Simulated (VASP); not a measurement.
# PbSe (Clausthalite) (Fm-3m) in VASP: notebook

Aim: see how the results for PbSe (Clausthalite) move with the level of theory and the settings. Levels: PBEsol, PBE+D3(BJ). Tasks: relaxation of cell and atoms.

All numbers are computed with VASP 6.6.1; they aren't measurements. Logs are shortened: lines on timing, memory, paths and dates and some standing lists are left out, and cuts for length are marked.

## Step 1: Starting point

It takes space group Fm-3m (No. 225, cubic). The conventional cell has a = 6.104 Å, b = 6.104 Å, c = 6.104 Å, α = 90.00°, β = 90.00°, γ = 90.00°. Pb (site symmetry m-3m) has 6 Se at 3.05 Å as nearest neighbours. Around Se (site symmetry m-3m) lie 6 Pb at 3.05 Å.

## Step 2: Relaxation of cell and atoms, PBEsol

Input file INCAR:

```
ALGO = Normal
EDIFF = 1E-7
EDIFFG = -0.005
ENCUT = 600
GGA = PS
IBRION = 2
ISIF = 3
ISMEAR = 0
LASPH = T
LCHARG = F
LREAL = F
LWAVE = F
NELM = 80
NSW = 90
PREC = Accurate
SIGMA = 0.03
```

Input file KPOINTS:

```
k-points
0
Gamma
  8 8 8
```

Input file POSCAR:

```
PbSe                                    
1.0
    0.0000000000      3.0519897379      3.0519897379
    3.0519897379      0.0000000000      3.0519897379
    3.0519897379      3.0519897379      0.0000000000
  Pb              Se            
     1     1
Direct
     0.0000000000000000    0.0000000000000000    0.0000000000000000
     0.5000000000000000    0.5000000000000000    0.5000000000000000
```

Potentials or basis: VASP PAW PBE potentials, release 64 (Pb_d, Se).

Run with:

```
$ cat potpaw_PBE.64/Pb_d/POTCAR potpaw_PBE.64/Se/POTCAR > POTCAR
$ mpirun -np 1 vasp_std > vasp.out
```

OUTCAR:

```text
EDIFF = 1E-7
   EDIFFG = -0.005
   ENCUT = 600
   GGA = PS
   IBRION = 2
   ISIF = 3
   ISMEAR = 0
   LASPH = T
   LREAL = F
   NELM = 80
   NSW = 90
   PREC = Accurate

 ion  position               nearest neighbor table
   1  0.000  0.000  0.000-   2 3.05   2 3.05   2 3.05   2 3.05   2 3.05   2 3.05
   2  0.500  0.500  0.500-   1 3.05   1 3.05   1 3.05   1 3.05   1 3.05   1 3.05

  LATTYP: Found a face centered cubic cell.
 ALAT       =     6.1039794758

  Lattice vectors:

 A1 = (   0.0000000000,   3.0519897379,   3.0519897379)
 A2 = (   3.0519897379,   0.0000000000,   3.0519897379)
 A3 = (   3.0519897379,   3.0519897379,   0.0000000000)

Analysis of symmetry for initial positions (statically):
=====================================================================
 Subroutine PRICEL returns:
 Original cell was already a primitive cell.

 Routine SETGRP: Setting up the symmetry group for a
 face centered cubic supercell.

 Subroutine GETGRP returns: Found 48 space group operations
 (whereof 48 operations were pure point group operations)
 out of a pool of 48 trial point group operations.

The static configuration has the point symmetry O_h .

Analysis of symmetry for dynamics (positions and initial velocities):
=====================================================================
 Subroutine PRICEL returns:
 Original cell was already a primitive cell.

 Routine SETGRP: Setting up the symmetry group for a
 face centered cubic supercell.

 Subroutine GETGRP returns: Found 48 space group operations
 (whereof 48 operations were pure point group operations)
 out of a pool of 48 trial point group operations.

The dynamic configuration has the point symmetry O_h .

 Subroutine INISYM returns: Found 48 space group operations
 (whereof 48 operations are pure point group operations),
 and found     1 'primitive' translations

----------------------------------------------------------------------------------------

                                     Primitive cell

  volume of cell :      56.8564

  direct lattice vectors                    reciprocal lattice vectors
     0.000000000  3.051989738  3.051989738    -0.163827550  0.163827550  0.163827550
     3.051989738  0.000000000  3.051989738     0.163827550 -0.163827550  0.163827550
     3.051989738  3.051989738  0.000000000     0.163827550  0.163827550 -0.163827550

  length of vectors
     4.316165280  4.316165280  4.316165280     0.283757639  0.283757639  0.283757639

  position of ions in fractional coordinates (direct lattice)
     0.000000000  0.000000000  0.000000000
     0.500000000  0.500000000  0.500000000

  ion indices of the primitive-cell ions
   primitive index   ion index
                 1           1
                 2           2

----------------------------------------------------------------------------------------

 KPOINTS: k-points

Automatic generation of k-mesh.
 Grid dimensions read from file:
 generate k-points for:    8    8    8

 Generating k-lattice:

  Cartesian coordinates                     Fractional coordinates (reciprocal lattice)
    -0.020478444  0.020478444  0.020478444     0.125000000  0.000000000  0.000000000
     0.020478444 -0.020478444  0.020478444     0.000000000  0.125000000  0.000000000
     0.020478444  0.020478444 -0.020478444     0.000000000  0.000000000  0.125000000

  Length of vectors
     0.035469705  0.035469705  0.035469705

  Shift w.r.t. Gamma in fractional coordinates (k-lattice)
     0.000000000  0.000000000  0.000000000

 Subroutine IBZKPT returns following result:
 ===========================================

 Found     29 irreducible k-points:

 Following reciprocal coordinates:
            Coordinates               Weight
  0.000000  0.000000  0.000000      1.000000
  0.125000  0.000000  0.000000      8.000000
  0.250000  0.000000  0.000000      8.000000
  0.375000  0.000000  0.000000      8.000000
  0.500000  0.000000  0.000000      4.000000
  0.125000  0.125000  0.000000      6.000000
[... 16 lines left out ...]
  0.500000  0.250000  0.125000     48.000000
 -0.375000  0.250000  0.125000     24.000000
 [... further k-points ...]
   k-points           NKPTS =     29   k-points in BZ     NKDIM =     29   number of bands    NBANDS=     14
   number of dos      NEDOS =    301   number of ions     NIONS =      2
   total plane-waves  NPLWV =  46656
   dimension x,y,z NGX =    36 NGY =   36 NGZ =   36
   dimension x,y,z NGXF=    72 NGYF=   72 NGZF=   72
   ions per type =               1   1
   NGX,Y,Z   is equivalent  to a cutoff of  13.87, 13.87, 13.87 a.u.
   NGXF,Y,Z  is equivalent  to a cutoff of  27.73, 27.73, 27.73 a.u.
 SYSTEM =  unknown system
   PREC   = accura    normal or accurate (medium, high low for compatibility)
   ISTART =      0    job   : 0-new  1-cont  2-samecut
   ICHARG =      2    charge: 1-file 2-atom 10-const
   ISPIN  =      1    spin polarized calculation?
   LNONCOLLINEAR =      F non collinear calculations
   LSORBIT =      F    spin-orbit coupling
   LASPH  =      T    aspherical Exc in radial PAW
   ENCUT  =  600.0 eV  44.10 Ry    6.64 a.u.   8.62  8.62  8.62*2*pi/ulx,y,z
   NELM   =     80;   NELMIN=  2; NELMDL= -5     # of ELM steps
   EDIFF  = 0.1E-06   stopping-criterion for ELM
   LREAL  =      F    real-space projection
   EDIFFG = -.5E-02   stopping-criterion for IOM
   NSW    =     90    number of steps for IOM
   IBRION =      2    ionic relax: 0-MD 1-quasi-New 2-CG
   NFREE  =      1    steps in history (QN), initial steepest desc. (CG)
   ISIF   =      3    stress and relaxation
   ISYM   =      2    0-nonsym 1-usesym 2-fastsym
   POTIM  = 0.5000    time-step for ionic-motion
   TEBEG  =    0.0;   TEEND  =   0.0 temperature during run
   PSTRESS=    0.0 pullay stress
   NELECT =      20.0000    total number of electrons
   NUPDOWN=      -1.0000    fix difference up-down
   EMIN   =  10.00;   EMAX   =-10.00  energy-range for DOS
   EFERMI =   0.00;   METHOD = LEGACY
   ISMEAR =     0;   SIGMA  =   0.03  broadening in eV -4-tet -1-fermi 0-gaus
   EFERMI_NEDOS =   21; number of points for ismear=-14 and -15
   IALGO  =     38    algorithm
   IMIX   =      4    mixing-type and parameters
     AMIX     =   0.40;   BMIX     =  1.00
     AMIX_MAG =   1.60;   BMIX_MAG =  1.00
  volume/ion in A,a.u.               =      28.43       191.84
  Fermi-wavevector in a.u.,A,eV,Ry     =   1.155647  2.183856 18.170844  1.335519
  Thomas-Fermi vector in A             =   2.292274
   LORBIT       =      0    0 simple, 1 ext, 2 COOP (PROOUT), +10 PAW based schemes
   GGA     = PS    functional components
   LHFCALC =     F    Hartree Fock is set to
   AEXX    =    0.0000 exact exchange contribution
   IVDW    =     0    specifies the selected vdW correction
   LEPSILON=     F    determine dielectric tensor
   LRPA    =     F    only Hartree local field effects (RPA)
 conjugate gradient relaxation of ions
 non-spin polarized calculation
 Gauss-broadening in eV      SIGMA  =   0.03
  energy-cutoff  :      600.00
  volume of cell :       56.86
 maximum number of plane-waves:      1924
 NGX is ok and might be reduce to    36
   NGX = 17   NGY = 17   NGZ = 17

 number of electron      20.0000000 magnetization

 Free energy of the ion-electron system (eV)
  ---------------------------------------------------
  ext. energy  EPLUGINS =         0.00000000
  ---------------------------------------------------
  free energy    TOTEN  =        -8.91775907 eV

  energy without entropy =       -8.91775901  energy(sigma->0) =       -8.91775904

 E-fermi :   5.1099     XC(G=0):  -9.7582

 val. band max:        5.0229428891   @ k =   0.5000   0.0000   0.0000
 cond. band min:       5.1968789077   @ k =   0.5000   0.0000   0.0000
 fundamental gap:      0.1739360187
 Fermi energy:         5.1099109055

 k-point     1 :       0.0000    0.0000    0.0000
  band No.  band energies     occupation
      1     -11.7441      2.00000
      2     -11.7441      2.00000
      3     -11.7441      2.00000
      4     -11.7429      2.00000
      5     -11.7429      2.00000
      6      -8.6631      2.00000
      7      -1.3019      2.00000
      8       3.1070      2.00000
      9       3.1070      2.00000
     10       3.1070      2.00000
     11       9.7119      0.00000
     12       9.7119      0.00000
     13       9.7119      0.00000
     14      11.4461      0.00000

 k-point     2 :       0.1250    0.0000    0.0000
  band No.  band energies     occupation
      1     -11.7470      2.00000
      2     -11.7470      2.00000
      3     -11.7435      2.00000
      4     -11.7388      2.00000
      5     -11.7388      2.00000
      6      -8.5421      2.00000
      7      -1.7071      2.00000
      8       3.1486      2.00000
      9       3.1486      2.00000
     10       3.3886      2.00000
     11       8.6162      0.00000
     12       9.0221      0.00000
     13       9.0221      0.00000
     14      11.2350      0.00000

 k-point     3 :       0.2500    0.0000    0.0000
  band No.  band energies     occupation
      1     -11.7561      2.00000
      2     -11.7561      2.00000
      3     -11.7424      2.00000
      4     -11.7264      2.00000
      5     -11.7264      2.00000
      6      -8.2089      2.00000
      7      -2.5996      2.00000
      8       3.2707      2.00000
      9       3.2707      2.00000
     10       3.9469      2.00000
     11       7.1104      0.00000
     12       7.8829      0.00000
     13       7.8829      0.00000
     14      11.4173      0.00000

 k-point     4 :       0.3750    0.0000    0.0000
  band No.  band energies     occupation
      1     -11.7653      2.00000
      2     -11.7653      2.00000
      3     -11.7416      2.00000
      4     -11.7141      2.00000
      5     -11.7141      2.00000
      6      -7.7860      2.00000
      7      -3.4777      2.00000
      8       3.4368      2.00000
      9       3.4368      2.00000
     10       4.4998      2.00000
     11       5.9408      0.00000
     12       6.9926      0.00000
     13       6.9926      0.00000
     14      12.3755      0.00000

 k-point     5 :       0.5000    0.0000    0.0000
  band No.  band energies     occupation
      1     -11.7690      2.00000
      2     -11.7690      2.00000
      3     -11.7413      2.00000
      4     -11.7089      2.00000
      5     -11.7089      2.00000
      6      -7.5652      2.00000
      7      -3.8672      2.00000
      8       3.5257      2.00000
      9       3.5257      2.00000
     10       5.0229      1.99996
     11       5.1969      0.00004
[... 276 lines left out ...]
 k-point    22 :       0.3750    0.2500    0.1250
  band No.  band energies     occupation
      1     -11.7858      2.00000
      2     -11.7468      2.00000
      3     -11.7460      2.00000
      4     -11.7216      2.00000
      5     -11.7174      2.00000
      6      -7.9217      2.00000
      7      -2.7867      2.00000
      8       2.0555      2.00000
      9       3.0002      2.00000
     10       3.7741      2.00000
     11       6.9021      0.00000
     12       8.1246      0.00000
     13       9.1757      0.00000
     14      10.9088      0.00000

 k-point    23 :       0.5000    0.2500    0.1250
  band No.  band energies     occupation
      1     -11.7994      2.00000
      2     -11.7524      2.00000
      3     -11.7399      2.00000
      4     -11.7186      2.00000
      5     -11.7104      2.00000
      6      -7.5473      2.00000
      7      -3.2897      2.00000
      8       1.7015      2.00000
      9       2.4696      2.00000
     10       3.9632      2.00000
     11       6.6645      0.00000
     12       8.1208      0.00000
     13       9.1823      0.00000
     14      11.5757      0.00000

 k-point    24 :      -0.3750    0.2500    0.1250
  band No.  band energies     occupation
      1     -11.8043      2.00000
      2     -11.7558      2.00000
      3     -11.7331      2.00000
      4     -11.7223      2.00000
      5     -11.7064      2.00000
      6      -7.3629      2.00000
      7      -3.5315      2.00000
      8       1.6914      2.00000
      9       2.0802      2.00000
     10       4.1834      2.00000
     11       6.3316      0.00000
     12       8.4111      0.00000
     13       9.1060      0.00000
     14      12.5378      0.00000

 [... further k-points ...]

------------------------ aborting loop because EDIFF is reached ----------------------------------------

  FORCE on cell =-STRESS in cart. coord.  units (eV):
  Direction    XX          YY          ZZ          XY          YZ          ZX
  --------------------------------------------------------------------------------------
  -------------------------------------------------------------------------------------
  Total       -0.0010997     -0.0010997     -0.0010997      0.0000000      0.0000000      0.0000000
  in kB       -0.0309895     -0.0309895     -0.0309895      0.0000000      0.0000000      0.0000000
  external PRESSURE =      -0.0309895 kB  Pullay stress =       0.0000000 kB

 VOLUME and BASIS-vectors are now :
 -----------------------------------------------------------------------------
  energy-cutoff  :      600.00
  volume of cell :       56.86
      direct lattice vectors                 reciprocal lattice vectors
     0.000000000  3.051989738  3.051989738    -0.163827550  0.163827550  0.163827550
     3.051989738  0.000000000  3.051989738     0.163827550 -0.163827550  0.163827550
     3.051989738  3.051989738  0.000000000     0.163827550  0.163827550 -0.163827550

 POSITION                                       TOTAL-FORCE (eV/Angst)
 -----------------------------------------------------------------------------------
      0.00000      0.00000      0.00000        -0.000000      0.000000      0.000000
      3.05199      3.05199      3.05199         0.000000      0.000000     -0.000000
 -----------------------------------------------------------------------------------
    total drift:                               -0.000000      0.000000      0.000000

  FREE ENERGIE OF THE ION-ELECTRON SYSTEM (eV)
  ---------------------------------------------------
  free  energy   TOTEN  =        -8.9177590719 eV

  energy  without entropy=       -8.9177590127  energy(sigma->0) =       -8.91775904

 reached required accuracy - stopping structural energy minimisation
```

It took 11 s on 1 thread of Intel Xeon 6975P-C (Granite Rapids), shared host; peak memory 0.21 GiB.

Results:

```
Free energy             : -8.9178 eV
Pressure after relaxing : 0.0 GPa
Band gap on the k mesh  : 0.17 eV, direct
```

Final structure:
```
Pb Se
1.0
     0.00000    3.05199    3.05199
     3.05199    0.00000    3.05199
     3.05199    3.05199    0.00000
Pb Se
1 1
Direct
  0.00000 0.00000 0.00000
  0.50000 0.50000 0.50000
```

Levels at points of the mesh, in eV from the valence-band top:
```
           k point  band 7  band 8  band 9  band 10  band 11  band 12  band 13  band 14
(0.00, 0.00, 0.00)   -6.32   -1.92   -1.92    -1.92     4.69     4.69     4.69     6.42
(0.50, 0.00, 0.00)   -8.89   -1.50   -1.50     0.00     0.17     1.63     1.63     8.42
(0.50, 0.50, 0.00)   -7.43   -5.10   -3.31    -3.31     3.54     5.61     5.61     6.04
```

Caveat: the relaxation stopped at its first step, so nothing moved; the PAW data sets were made with another functional, which shifts forces and pressure a little; spin-orbit coupling is left out, which as a rule narrows the gap of such compounds by several tenths of an eV.

(Continued in part 2 of 2.)
